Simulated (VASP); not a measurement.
H15NO6, 22 atoms in the cell. The cell holds a amorphous, 22 atoms: a = 6.028 Å, b = 6.028 Å, c = 6.028 Å, α = 90.00°, β = 90.00°, γ = 90.00°. The cell was built by a generator and needn't be a form met in nature.

- Program: VASP 6.6.1
- Task: single point
- Functional: PBE
- Potentials or basis: VASP PAW PBE potentials, release 64 (O, H, N)
- Cutoff: 520 eV
- k mesh: 1 × 1 × 1
- Occupations: fermi-dirac, width 0.05 eV
- Spin: no spin polarisation
- Dipole correction: no
- Further INCAR settings: LREAL = Auto; ALGO = Normal; EDIFF = 1e-06; NBANDS = 45

Potentials or basis: VASP PAW PBE potentials, release 64 (O, H, N).

Run with:

```console
$ cat potpaw_PBE.64/O/POTCAR potpaw_PBE.64/H/POTCAR potpaw_PBE.64/N/POTCAR > POTCAR
$ mpirun -np 1 vasp_gam > vasp.out
```

Hardware: 1 thread of AMD EPYC 7571, on a shared host.

How long does it take, and how much memory?

Wall time 43 s on 1 thread of AMD EPYC 7571, with other jobs on the host, peak memory 0.27 GiB. Counts: scf iterations 16, k points 1.
